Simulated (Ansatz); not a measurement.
# PbS: response to strain

PbS is deformed so: equal xx and yy strain of -2 %. What stress and forces result, by LAPW, PAW and all-electron datasets made for the crystal?

Program: Ansatz 0.2.0. Level of theory: DFT LDA, scalar-relativistic. These are calculated values, not measurements.

## 1. Starting point

The structure is cubic, space group Fm-3m (No. 225). Conventional cell: a = 5.930 Å, b = 5.930 Å, c = 5.930 Å, α = 90.00°, β = 90.00°, γ = 90.00°. Pb (site symmetry m-3m) is surrounded by 6 S at 2.96 Å. Around S (site symmetry m-3m) lie 6 Pb at 2.96 Å.

Coordinates:

```xyz
2
Lattice="0.0000 2.9650 2.9650 2.9650 0.0000 2.9650 2.9650 2.9650 0.0000" Properties=species:S:1:pos:R:3 pbc="T T T"
Pb    0.0000    0.0000    0.0000
S     2.9650    2.9650    2.9650
```

Atoms are numbered in the order of the input: Pb1, S2.

## 2. The deformed structure

Space group Fm-3m before, I4/mmm after.

## 3. LAPW, all electrons

Contents of input.yaml:

```yaml
crystal:
  lattice:
    - [0.0, 2.9057, 2.965]
    - [2.9057, 0.0, 2.965]
    - [2.9057, 2.9057, 0.0]
  atoms:
    - { symbol: Pb, position: [0.0, 0.0, 0.0] }
    - { symbol: S, position: [0.5, 0.5, 0.5] }
kpoints:
  mp_grid: { grid: [8, 8, 8] }
  band_path:
    path:
      - [0.0, 0.0, 0.0]
      - [0.0, 0.5, 0.5]
      - [0.25, 0.75, 0.5]
      - [0.0, 0.5, 0.0]
      - [0.0, 0.0, 0.0]
      - [0.5, 0.5, 0.0]
      - [0.37005, 0.62995, 0.0]
      - [-0.37005, 0.37005, 0.0]
      - [0.0, 0.0, 0.0]
    npoints: 5
scf:
  occupations: { method: fermi_dirac, width: 0.01 }
hamiltonian:
  xc: lda
  pseudopotentials: { kind: all_electron, lapw: { basis_error: 0.0005 } }
output:
  forces: true
  stress: true
  eigenvalues: true
```

On the command line:

```console
$ ansatz run input.yaml --threads 1 --pin off --max-ram 3072MiB --backend cpu --events-out ev --progress --plain --runs-dir out
```

## 4. Frozen-core PAW

Contents of input.yaml:

```yaml
crystal:
  lattice:
    - [0.0, 2.9057, 2.965]
    - [2.9057, 0.0, 2.965]
    - [2.9057, 2.9057, 0.0]
  atoms:
    - { symbol: Pb, position: [0.0, 0.0, 0.0] }
    - { symbol: S, position: [0.5, 0.5, 0.5] }
kpoints:
  mp_grid: { grid: [8, 8, 8] }
scf:
  occupations: { method: fermi_dirac, width: 0.01 }
hamiltonian:
  xc: lda
  pseudopotentials: { kind: paw }
output:
  forces: true
  stress: true
  eigenvalues: true
  efg: { contact_densities: true }
```

## 5. All-electron PAW on datasets made for the crystal

input.yaml, as its differences from that of step 4:

```diff
@@ -14,3 +14,3 @@
   xc: lda
-  pseudopotentials: { kind: paw }
+  pseudopotentials: { kind: all_electron, datasets: crystal }
 output:
```

(Steps that only read results are left out.)

What does the calculation give? Wanted: pressure; largest shear or deviatoric stress.

The runs gave:

```
                                 quantity                                              value
                                 pressure  LAPW -0.09, PAW -0.10, crystal datasets -0.09 GPa
largest shear or deviatoric stress (LAPW)                                           1.88 GPa
```

What this shows: The largest part of the stress beyond the pressure is 1.88 GPa in size, in the zz component; the atoms are carried along and not relaxed. No run of the undeformed cell stands beside it, so the pressure holds what the given cell had before the change. PAW: stress within 0.01 GPa of LAPW. Crystal datasets: stress within 0.01 GPa of LAPW. Spin-orbit coupling is left out, though the cell holds Pb; in elements this heavy it can shift bands and gaps by tenths of an eV.
